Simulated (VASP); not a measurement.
# Cu (Fm-3m) in VASP: density of states with PBE

Aim: the density of states of Cu with PBE.

Everything below comes from runs of VASP 6.6.1. Logs are shortened: lines on timing, memory, paths and dates and some standing lists are left out, and cuts for length are marked.

### 1 The structure

It takes space group Fm-3m (No. 225, cubic). The conventional cell has a = 3.635 Å, b = 3.635 Å, c = 3.635 Å, α = 90.00°, β = 90.00°, γ = 90.00°. Around Cu (site symmetry m-3m) lie 12 Cu at 2.57 Å.

### 2 Density of states, PBE, collinear spin, ferromagnetic start

File POSCAR:

```
Cu                                      
1.0
   -0.0000000000      1.8173277495      1.8173277495
    1.8173277495      0.0000000000      1.8173277495
    1.8173277495      1.8173277495     -0.0000000000
  Cu            
     1
Direct
     0.0000000000000000    0.0000000000000000    0.0000000000000000
```

File INCAR.step1:

```
  PREC = Accurate
  ENCUT = 520
  EDIFF = 1E-7
  ISMEAR = 0
  SIGMA = 0.1
  LREAL = False
  LASPH = True
  NELM = 100
  ALGO = Normal
  ISIF = 2
  LWAVE = False
  LCHARG = True
  ISPIN = 2
  MAGMOM = 1
  LMAXMIX = 4
  GGA = PE
```

File KPOINTS.step1:

```
Automatic mesh
0
Gamma
  20 20 20
```

File INCAR.step2:

```
  PREC = Accurate
  ENCUT = 520
  EDIFF = 1E-7
  ISMEAR = -5
  SIGMA = 0.1
  LREAL = False
  LASPH = True
  NELM = 100
  ALGO = Normal
  ISIF = 2
  LWAVE = False
  LCHARG = False
  ISPIN = 2
  MAGMOM = 1
  LORBIT = 10
  LMAXMIX = 4
  GGA = PE
  NEDOS = 2001
  ICHARG = 11
```

File KPOINTS.step2:

```
Automatic mesh
0
Gamma
  30 30 30
```

Potentials or basis: VASP PAW PBE potentials, release 64 (Cu).

Command:

```sh
> cat potpaw_PBE.64/Cu/POTCAR > POTCAR
> cp INCAR.step1 INCAR
> cp KPOINTS.step1 KPOINTS
> mpirun -np 1 vasp_std > vasp.out
> cp INCAR.step2 INCAR
> cp KPOINTS.step2 KPOINTS
> mpirun -np 1 vasp_std > vasp.out
```

OUTCAR:

```text
PREC = Accurate
   ENCUT = 520
   EDIFF = 1E-7
   ISMEAR = -5
   LREAL = False
   LASPH = True
   NELM = 100
   ISIF = 2
   ISPIN = 2
   LORBIT = 10
   GGA = PE
   ICHARG = 11

 ion  position               nearest neighbor table
   1  0.000  0.000  0.000-

  LATTYP: Found a face centered cubic cell.
 ALAT       =     3.6346554990

  Lattice vectors:

 A1 = (   0.0000000000,   1.8173277495,   1.8173277495)
 A2 = (   1.8173277495,   0.0000000000,   1.8173277495)
 A3 = (   1.8173277495,   1.8173277495,   0.0000000000)

Analysis of symmetry for initial positions (statically):
=====================================================================
 Subroutine PRICEL returns:
 Original cell was already a primitive cell.

 Routine SETGRP: Setting up the symmetry group for a
 face centered cubic supercell.

 Subroutine GETGRP returns: Found 48 space group operations
 (whereof 48 operations were pure point group operations)
 out of a pool of 48 trial point group operations.

The static configuration has the point symmetry O_h .

Analysis of symmetry for dynamics (positions and initial velocities):
=====================================================================
 Subroutine PRICEL returns:
 Original cell was already a primitive cell.

 Routine SETGRP: Setting up the symmetry group for a
 face centered cubic supercell.

 Subroutine GETGRP returns: Found 48 space group operations
 (whereof 48 operations were pure point group operations)
 out of a pool of 48 trial point group operations.

The dynamic configuration has the point symmetry O_h .

Analysis of structural, dynamic, and magnetic symmetry:
=====================================================================
 Subroutine PRICEL returns:
 Original cell was already a primitive cell.

 Routine SETGRP: Setting up the symmetry group for a
 face centered cubic supercell.

 Subroutine GETGRP returns: Found 48 space group operations
 (whereof 48 operations were pure point group operations)
 out of a pool of 48 trial point group operations.

The overall configuration has the point symmetry O_h .

 Subroutine INISYM returns: Found 48 space group operations
 (whereof 48 operations are pure point group operations),
 and found     1 'primitive' translations

----------------------------------------------------------------------------------------

                                     Primitive cell

  volume of cell :      12.0041

  direct lattice vectors                    reciprocal lattice vectors
     0.000000000  1.817327749  1.817327749    -0.275129239  0.275129239  0.275129239
     1.817327749  0.000000000  1.817327749     0.275129239 -0.275129239  0.275129239
     1.817327749  1.817327749  0.000000000     0.275129239  0.275129239 -0.275129239

  length of vectors
     2.570089551  2.570089551  2.570089551     0.476537820  0.476537820  0.476537820

  position of ions in fractional coordinates (direct lattice)
     0.000000000  0.000000000  0.000000000

  ion indices of the primitive-cell ions
   primitive index   ion index
                 1           1

----------------------------------------------------------------------------------------

 KPOINTS: Automatic mesh

Automatic generation of k-mesh.
 Grid dimensions read from file:
 generate k-points for:   30   30   30

 Generating k-lattice:

  Cartesian coordinates                     Fractional coordinates (reciprocal lattice)
    -0.009170975  0.009170975  0.009170975     0.033333333  0.000000000  0.000000000
     0.009170975 -0.009170975  0.009170975     0.000000000  0.033333333  0.000000000
     0.009170975  0.009170975 -0.009170975     0.000000000  0.000000000  0.033333333

  Length of vectors
     0.015884594  0.015884594  0.015884594

  Shift w.r.t. Gamma in fractional coordinates (k-lattice)
     0.000000000  0.000000000  0.000000000

 TETIRR: Found   3593 inequivalent tetrahedra from   162000

 Subroutine IBZKPT returns following result:
 ===========================================

 Found    752 irreducible k-points:

 Following reciprocal coordinates:
            Coordinates               Weight
  0.000000  0.000000  0.000000      1.000000
  0.033333  0.000000  0.000000      8.000000
  0.066667  0.000000  0.000000      8.000000
  0.100000  0.000000  0.000000      8.000000
  0.133333  0.000000  0.000000      8.000000
  0.166667  0.000000  0.000000      8.000000
[... 16 lines left out ...]
  0.233333  0.033333  0.000000     24.000000
  0.266667  0.033333  0.000000     24.000000
 [... further k-points ...]
   k-points           NKPTS =    752   k-points in BZ     NKDIM =    752   number of bands    NBANDS=     10
   number of dos      NEDOS =   2001   number of ions     NIONS =      1
   total plane-waves  NPLWV =   8000
   dimension x,y,z NGX =    20 NGY =   20 NGZ =   20
   dimension x,y,z NGXF=    40 NGYF=   40 NGZF=   40
   ions per type =               1
   NGX,Y,Z   is equivalent  to a cutoff of  12.94, 12.94, 12.94 a.u.
   NGXF,Y,Z  is equivalent  to a cutoff of  25.87, 25.87, 25.87 a.u.
 SYSTEM =  unknown system
   PREC   = accura    normal or accurate (medium, high low for compatibility)
   ISTART =      0    job   : 0-new  1-cont  2-samecut
   ICHARG =     11    charge: 1-file 2-atom 10-const
   ISPIN  =      2    spin polarized calculation?
   LNONCOLLINEAR =      F non collinear calculations
   LSORBIT =      F    spin-orbit coupling
   LASPH  =      T    aspherical Exc in radial PAW
   ENCUT  =  520.0 eV  38.22 Ry    6.18 a.u.   4.78  4.78  4.78*2*pi/ulx,y,z
   NELM   =    100;   NELMIN=  2; NELMDL=  0     # of ELM steps
   EDIFF  = 0.1E-06   stopping-criterion for ELM
   LREAL  =      F    real-space projection
   EDIFFG = 0.1E-05   stopping-criterion for IOM
   NSW    =      0    number of steps for IOM
   IBRION =     -1    ionic relax: 0-MD 1-quasi-New 2-CG
   NFREE  =      0    steps in history (QN), initial steepest desc. (CG)
   ISIF   =      2    stress and relaxation
   ISYM   =      2    0-nonsym 1-usesym 2-fastsym
   POTIM  = 0.5000    time-step for ionic-motion
   TEBEG  =    0.0;   TEEND  =   0.0 temperature during run
   PSTRESS=    0.0 pullay stress
   NELECT =      11.0000    total number of electrons
   NUPDOWN=      -1.0000    fix difference up-down
   EMIN   =  10.00;   EMAX   =-10.00  energy-range for DOS
   EFERMI =   0.00;   METHOD = LEGACY
   ISMEAR =    -5;   SIGMA  =   0.10  broadening in eV -4-tet -1-fermi 0-gaus
   EFERMI_NEDOS =   21; number of points for ismear=-14 and -15
   IALGO  =     38    algorithm
   IMIX   =      4    mixing-type and parameters
     AMIX     =   0.40;   BMIX     =  1.00
     AMIX_MAG =   1.60;   BMIX_MAG =  1.00
  volume/ion in A,a.u.               =      12.00        81.01
  Fermi-wavevector in a.u.,A,eV,Ry     =   1.590117  3.004886 34.401960  2.528473
  Thomas-Fermi vector in A             =   2.688862
   LORBIT       =     10    0 simple, 1 ext, 2 COOP (PROOUT), +10 PAW based schemes
   GGA     = PE    functional components
   LHFCALC =     F    Hartree Fock is set to
   AEXX    =    0.0000 exact exchange contribution
   IVDW    =     0    specifies the selected vdW correction
   LEPSILON=     F    determine dielectric tensor
   LRPA    =     F    only Hartree local field effects (RPA)
 spin polarized calculation
 Fermi weights with tetrahedron method with Bloechl corrections
  energy-cutoff  :      520.00
  volume of cell :       12.00
 maximum number of plane-waves:       334

 number of electron      10.9999996 magnetization       0.0000038

 Free energy of the ion-electron system (eV)
  ---------------------------------------------------
  ext. energy  EPLUGINS =         0.00000000
  ---------------------------------------------------
  free energy    TOTEN  =        -3.72783843 eV

  energy without entropy =       -3.72783843  energy(sigma->0) =       -3.72783843

 E-fermi :   7.4124     XC(G=0): -12.6314

 val. band max:        7.3869477180   @ k =   0.5000   0.2667   0.1000
 cond. band min:       7.4126478760   @ k =   0.5000   0.3333   0.1333
 fundamental gap:      0.0257001579
 Fermi energy:         7.4124098072

 spin component 1

 k-point     1 :       0.0000    0.0000    0.0000
  band No.  band energies     occupation
      1      -1.8424      1.00000
      2       4.4097      1.00000
      3       4.4097      1.00000
      4       4.4097      1.00000
      5       5.2112      1.00000
      6       5.2112      1.00000
      7      29.8493      0.00000
      8      32.3677      0.00000
      9      32.3677      0.00000
     10      32.3677      0.00000

 k-point     2 :       0.0333    0.0000    0.0000
  band No.  band energies     occupation
      1      -1.8023      1.00000
      2       4.4012      1.00000
      3       4.4173      1.00000
      4       4.4173      1.00000
      5       5.2081      1.00000
      6       5.2081      1.00000
      7      29.6589      0.00000
      8      31.6384      0.00000
      9      32.2200      0.00000
     10      32.2200      0.00000

 k-point     3 :       0.0667    0.0000    0.0000
  band No.  band energies     occupation
      1      -1.6824      1.00000
      2       4.3765      1.00000
      3       4.4393      1.00000
      4       4.4393      1.00000
      5       5.1997      1.00000
      6       5.1997      1.00000
      7      28.7949      0.00000
      8      30.8453      0.00000
      9      31.8768      0.00000
     10      31.8768      0.00000
[... 248 lines left out ...]
 k-point    23 :       0.2333    0.0333    0.0000
  band No.  band energies     occupation
      1      -0.1171      1.00000
      2       4.1575      1.00000
      3       4.5738      1.00000
      4       4.5803      1.00000
      5       5.1879      1.00000
      6       5.2984      1.00000
      7      21.0816      0.00000
      8      29.1346      0.00000
      9      29.3761      0.00000
     10      31.7388      0.00000

 k-point    24 :       0.2667    0.0333    0.0000
  band No.  band energies     occupation
      1       0.3734      1.00000
      2       4.1487      1.00000
      3       4.5579      1.00000
      4       4.5707      1.00000
      5       5.2587      1.00000
      6       5.3631      1.00000
      7      19.4575      0.00000
      8      28.8790      0.00000
      9      29.1496      0.00000
     10      31.3778      0.00000

 [... further k-points ...]

 spin component 2

 k-point     1 :       0.0000    0.0000    0.0000
  band No.  band energies     occupation
      1      -1.8424      1.00000
      2       4.4097      1.00000
      3       4.4097      1.00000
      4       4.4097      1.00000
      5       5.2112      1.00000
      6       5.2112      1.00000
      7      29.8493      0.00000
      8      32.3677      0.00000
      9      32.3677      0.00000
     10      32.3677      0.00000

 k-point     2 :       0.0333    0.0000    0.0000
  band No.  band energies     occupation
      1      -1.8023      1.00000
      2       4.4012      1.00000
      3       4.4173      1.00000
      4       4.4173      1.00000
      5       5.2081      1.00000
      6       5.2081      1.00000
      7      29.6589      0.00000
      8      31.6384      0.00000
      9      32.2200      0.00000
     10      32.2200      0.00000

 k-point     3 :       0.0667    0.0000    0.0000
  band No.  band energies     occupation
      1      -1.6824      1.00000
      2       4.3765      1.00000
      3       4.4393      1.00000
      4       4.4393      1.00000
      5       5.1997      1.00000
      6       5.1997      1.00000
      7      28.7949      0.00000
      8      30.8453      0.00000
      9      31.8768      0.00000
     10      31.8768      0.00000
[... 248 lines left out ...]
 k-point    23 :       0.2333    0.0333    0.0000
  band No.  band energies     occupation
      1      -0.1171      1.00000
      2       4.1575      1.00000
      3       4.5738      1.00000
      4       4.5803      1.00000
      5       5.1879      1.00000
      6       5.2984      1.00000
      7      21.0816      0.00000
      8      29.1346      0.00000
      9      29.3761      0.00000
     10      31.7388      0.00000

 k-point    24 :       0.2667    0.0333    0.0000
  band No.  band energies     occupation
      1       0.3734      1.00000
      2       4.1487      1.00000
      3       4.5579      1.00000
      4       4.5707      1.00000
      5       5.2587      1.00000
      6       5.3631      1.00000
      7      19.4575      0.00000
      8      28.8790      0.00000
      9      29.1496      0.00000
     10      31.3778      0.00000

 [... further k-points ...]
[... 5 lines left out ...]
  --------------------------------------------------------------------------------------
  -------------------------------------------------------------------------------------
  Total       -0.1195218     -0.1195218     -0.1195218      0.0000000      0.0000000      0.0000000
  in kB      -15.9524693    -15.9524693    -15.9524693      0.0000000      0.0000000      0.0000000
  external PRESSURE =     -15.9524693 kB  Pullay stress =       0.0000000 kB

 VOLUME and BASIS-vectors are now :
 -----------------------------------------------------------------------------
  energy-cutoff  :      520.00
  volume of cell :       12.00
      direct lattice vectors                 reciprocal lattice vectors
     0.000000000  1.817327749  1.817327749    -0.275129239  0.275129239  0.275129239
     1.817327749  0.000000000  1.817327749     0.275129239 -0.275129239  0.275129239
     1.817327749  1.817327749  0.000000000     0.275129239  0.275129239 -0.275129239

 POSITION                                       TOTAL-FORCE (eV/Angst)
 -----------------------------------------------------------------------------------
      0.00000      0.00000      0.00000         0.000000     -0.000000     -0.000000
 -----------------------------------------------------------------------------------
    total drift:                                0.000000     -0.000000      0.000000

  FREE ENERGIE OF THE ION-ELECTRON SYSTEM (eV)
  ---------------------------------------------------
  free  energy   TOTEN  =        -3.7278384338 eV

  energy  without entropy=       -3.7278384338  energy(sigma->0) =       -3.72783843

 total charge

# of ion       s       p       d       tot
------------------------------------------
    1        0.442   0.371   9.171   9.984

 magnetization (x)

# of ion       s       p       d       tot
------------------------------------------
    1        0.000   0.000  -0.000  -0.000
```

Run time: 100 s. Hardware: 1 thread of Intel Xeon Platinum 8488C (Sapphire Rapids), shared host; peak memory 0.25 GiB.

Results:

```
Net moment                                            : 0.00 μB per cell
Valence electrons inside the program's atomic spheres : Cu 9.98
```

Levels at points of the mesh, in eV from the Fermi level:
Spin up:
| k point | band 2 | band 3 | band 4 | band 5 | band 6 | band 7 | band 8 | band 9 | band 10 |
| --- | --- | --- | --- | --- | --- | --- | --- | --- | --- |
| (0.00, 0.00, 0.00) | -3.00 | -3.00 | -3.00 | -2.20 | -2.20 | 22.44 | 24.96 | 24.96 | 24.96 |
| (0.50, 0.00, 0.00) | -3.03 | -3.03 | -1.65 | -1.65 | -0.98 | 3.65 | 20.94 | 21.79 | 21.79 |
| (0.50, 0.50, 0.00) | -4.36 | -1.66 | -1.51 | -1.51 | 1.48 | 6.97 | 12.93 | 12.93 | 17.38 |
Spin down:
```tsv
k point	band 2	band 3	band 4	band 5	band 6	band 7	band 8	band 9	band 10
(0.00, 0.00, 0.00)	-3.00	-3.00	-3.00	-2.20	-2.20	22.44	24.96	24.96	24.96
(0.50, 0.00, 0.00)	-3.03	-3.03	-1.65	-1.65	-0.98	3.65	20.94	21.79	21.79
(0.50, 0.50, 0.00)	-4.36	-1.66	-1.51	-1.51	1.48	6.97	12.93	12.93	17.38
```

States per cell in windows of 1 eV (zero at the Fermi level; states under -8 eV left out):
```csv
from (eV),up,down,Cu1_d_up,Cu1_d_down,Cu1_p_up,Cu1_p_down,Cu1_s_up,Cu1_s_down
-8.0,0.06,0.06,0.00,0.00,0.00,0.00,0.03,0.03
-7.0,0.09,0.09,0.01,0.01,0.01,0.01,0.04,0.04
-6.0,0.18,0.18,0.05,0.05,0.02,0.02,0.05,0.05
-5.0,0.73,0.73,0.53,0.53,0.03,0.03,0.05,0.05
-4.0,1.39,1.39,1.20,1.20,0.05,0.05,0.01,0.01
-3.0,1.74,1.74,1.62,1.62,0.03,0.03,0.01,0.01
-2.0,1.13,1.13,1.09,1.09,0.01,0.01,0.01,0.01
-1.0,0.16,0.16,0.10,0.10,0.03,0.03,0.01,0.01
0.0,0.15,0.15,0.06,0.06,0.03,0.03,0.01,0.01
1.0,0.13,0.13,0.04,0.04,0.04,0.04,0.01,0.01
2.0,0.10,0.10,0.03,0.03,0.04,0.04,0.01,0.01
3.0,0.10,0.10,0.03,0.03,0.03,0.03,0.01,0.01
4.0,0.14,0.14,0.04,0.04,0.03,0.03,0.04,0.04
5.0,0.14,0.14,0.03,0.03,0.04,0.04,0.03,0.03
6.0,0.12,0.12,0.03,0.03,0.04,0.04,0.02,0.02
7.0,0.15,0.15,0.04,0.04,0.04,0.04,0.03,0.03
```

Caveat: tetrahedron occupations give inexact forces and stress in metals.
